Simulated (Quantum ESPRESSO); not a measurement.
## InP in Quantum ESPRESSO: the effect of target pressure

InP:

```
CELL_PARAMETERS angstrom
0.00000 2.93050 2.93050
2.93050 0.00000 2.93050
2.93050 2.93050 0.00000
ATOMIC_POSITIONS crystal
In 0.00000 0.00000 0.00000
P 0.75000 0.75000 0.75000
```

Alike in all runs:

```yaml
Program: Quantum ESPRESSO 7.5
Task: phonons
Functional: LDA
Potentials_or_basis: GBRV 1.5 LDA
Cutoff: 762 eV
Density_cutoff: 6095 eV
k_mesh: 6 × 6 × 6, shifted
Occupations: fermi-dirac, width 0.05 eV
Spin: no spin polarisation
```

Each run relaxes the cell or the atoms first.

One run gave: relaxed volume 19.81 Å³/atom; dielectric constant 9.89 mean; highest phonon frequency 401 cm⁻¹. Which target pressure did it use?
A. 25 GPa
B. 50 GPa
C. 0 GPa
D. 10 GPa
E. 80 GPa

A.

```tsv
target pressure	relaxed volume (Å³/atom)	dielectric constant (mean)	highest phonon frequency (cm⁻¹)
0 GPa	24.65	11.64	304
10 GPa	22.04	10.40	351
25 GPa	19.81	9.89	401
50 GPa	17.64	9.79	461
80 GPa	16.02	9.98	516
```

Caveats: the cell is more than 3 GPa from zero pressure, which shifts response properties (some runs); the volume moved by over 15 % at a fixed basis, so the end points are rough (some runs).

Runs at the PBE level aren't shown here.
